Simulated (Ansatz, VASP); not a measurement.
# Ir: VASP beside Ansatz

INCAR

```
  PREC = Accurate
  ENCUT = 520
  EDIFF = 1E-6
  ISMEAR = -1
  SIGMA = 0.1
  LREAL = F
  LASPH = T
  NELM = 60
  ALGO = Normal
  ISIF = 2
  LWAVE = F
  LCHARG = F
  GGA = RE
  NBANDS = 10
```

Contents of KPOINTS:

```
Automatic mesh
0
Gamma
  14 14 14
```

POSCAR

```
Ir
1.0
    2.5105787394      0.0000000000      0.0000000000
    0.0000000000      2.5105787394      0.0000000000
    0.0000000000      0.0000000000      2.5105787394
Ir
1
Direct
    0.0000000000      0.0000000000      0.0000000000
```

Input for Ansatz:

```yaml
crystal:
  lattice:
    - [2.5105787394, 0.0, 0.0]
    - [0.0, 2.5105787394, 0.0]
    - [0.0, 0.0, 2.5105787394]
  atoms:
    - { symbol: Ir, position: [0.0, 0.0, 0.0] }
hamiltonian:
  xc: revpbe
  pseudopotentials:
    kind: paw
    azcp:
      Ir: "pseudopotentials/Ir.paw.azcp"
basis:
  ecutwfc: 420
  fft_grid_basis: typed
kpoints:
  mp_grid: { grid: [14, 14, 14], shift: [0, 0, 0] }
magnetization:
  spin_polarized: false
scf:
  occupations: { method: fermi_dirac, width: 0.1 }
  lower_state_search: "off"
output:
  stress: true
```

Alike in both runs: task single point; functional revPBE; k mesh 14 × 14 × 14; occupations fermi-dirac, width 0.1 eV; no spin polarisation.

|  | VASP | Ansatz |
| --- | --- | --- |
| version | VASP 6.6.1 | Ansatz 0.2.0 |
| potentials or method | VASP PAW PBE potentials, release 64 (Ir) | plane waves (420 eV) with PAW, scalar-relativistic |
| plane-wave cutoff (eV) | 520 | 420 |
| valence electrons in the cell | 9 | 17 |

Ansatz gave:

| Property | Result |
| --- | --- |
| pressure (GPa) | 23.5 |

Problem. What did VASP give for the same quantities?

Solution. Pressure (GPa): 23.7.

The two sets of potentials don't hold the same shells in valence.

Caveats: so large a pressure means that the cell lies far from this level's equilibrium, or that cutoff or potentials fall short (VASP); the potentials were made for another functional, which shifts forces and pressure (VASP). Spin-orbit coupling is left out, which matters for the levels of Ir.
